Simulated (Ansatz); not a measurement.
**InAs: a single-point run**

The task is a single-point run on InAs. The structure is shown as the input types it. The cell is built on a prototype (rocksalt) and needn't be the phase found in nature.

Program: Ansatz 0.2.0. Level of theory: density functional or hybrid calculation with the settings of its input, plane waves (as first typed). These are calculated values, not measurements.

9 further runs of the same task are left out: 1 for a known fault of the program, 8 that didn't finish.

## Step 1: The structure to begin with

Symmetry: Fm-3m, No. 225, cubic system. Conventional cell: a = 5.683 Å, b = 5.683 Å, c = 5.683 Å, α = 90.00°, β = 90.00°, γ = 90.00°. Around In (site symmetry m-3m) lie 6 As at 2.84 Å. As (site symmetry m-3m) is surrounded by 6 In at 2.84 Å.

As a file:

```
CELL_PARAMETERS angstrom
0.00000 2.84143 2.84143
2.84143 0.00000 2.84143
2.84143 2.84143 0.00000
ATOMIC_POSITIONS crystal
In 0.00000 0.00000 0.00000
As 0.50000 0.50000 0.50000
```

## Step 2: Running it

Input file input.yaml:

```yaml
crystal:
  lattice:
    - [0.0, 2.8414336054, 2.8414336054]
    - [2.8414336054, 0.0, 2.8414336054]
    - [2.8414336054, 2.8414336054, 0.0]
  atoms:
    - { symbol: In, position: [0.0, 0.0, 0.0] }
    - { symbol: As, position: [0.5, 0.5, 0.5] }
kpoints:
  mp_grid: { grid: [6, 6, 6] }
hamiltonian:
  xc: pbe
scf:
  occupations: { method: fermi_dirac, width: 0.02 }
  n_extra_bands: 4
  convergence: { dr2_threshold: 0.01 }
  max_iter: 82
output:
  forces: true
  stress: true
  eigenvalues: true
```

On the command line:

```sh
ansatz run input.yaml --threads 4 --pin off --max-ram 3686MiB --backend cpu --events-out ev --progress --plain --runs-dir out
```

Q: Will this input give a usable result? If not, why, and what should change?

The run converged and reported no error, with warnings (force scf threshold loose, stress scf threshold loose). Its log warns: «scf.convergence.dr2_threshold = 1e-2 eV is looser than this run's default, which is 1e-7 eV or tighter. The error in the forces grows as the threshold's square root ...»

The threshold asked is loose, but the program put off the close and ended at dr2 = 5.6e-9, so little accuracy was lost here.

The test: delete scf.convergence.dr2_threshold (the default then holds).
